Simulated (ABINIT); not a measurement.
Crystal: HfO2.

```xyz
6
Lattice="3.5580 0.0000 0.0000 0.0000 3.5580 0.0000 0.0000 0.0000 5.1719" Properties=species:S:1:pos:R:3 pbc="T T T"
Hf    0.0000    0.0000    0.0000
Hf    1.7790    1.7790    2.5859
O     0.0000    1.7790    1.0199
O     1.7790    0.0000    1.5660
O     1.7790    0.0000    4.1519
O     0.0000    1.7790    3.6059
```

Measurements of this composition are mostly on another form, of space group No. 14.

* Program: ABINIT 10.8.3 (patched build)
* Task: single point
* Functional: PBE
* Potentials or basis: JTH PAW PBE v2.0
* Cutoff: 626 eV
* k mesh: 8 × 8 × 5
* Occupations: fermi-dirac, width 0.05 eV
* Spin: no spin polarisation

On this cell: pressure 6.8 GPa; largest force 0.133 eV/Å; band gap on the k mesh 4.77 eV, indirect (least direct gap 4.84 eV).

The same run follows on a disturbed copy (atoms moved at random, drawn with an rms of 0.05 Å):

```
Hf O
1.0
     3.55802    0.00000    0.00000
     0.00000    3.55802    0.00000
     0.00000    0.00000    5.17186
Hf O
2 4
Direct
  0.00208 0.01029 0.01088
  0.51311 0.50310 0.49438
  0.98779 0.50715 0.19614
  0.50208 0.99534 0.29651
  0.49375 0.00212 0.81003
  0.99675 0.49559 0.69163
```

Question: What changes?

Answer: The energy moves by +20.4 meV/atom; pressure 8.3 GPa; largest force 1.591 eV/Å; band gap on the k mesh 4.56 eV, indirect (least direct gap 4.63 eV).

Forces on the atoms (eV/Å):
```
Hf  -0.324 -0.127 -1.552
Hf  -0.581 -0.309  1.052
O    0.213 -0.186  0.448
O   -0.275  0.683  0.388
O    0.438 -0.109 -0.503
O    0.529  0.049  0.168
```

Stress tensor (GPa, compression positive):
```
 6.24 -0.18  0.47
-0.18 10.78 -0.27
 0.47 -0.27  7.93
```

Caveats: spin-orbit coupling is left out, which moves the levels of the heavy elements; an odd mesh through Γ misses points on the zone boundary, where band edges often lie; the atomic spheres overlap (some runs).
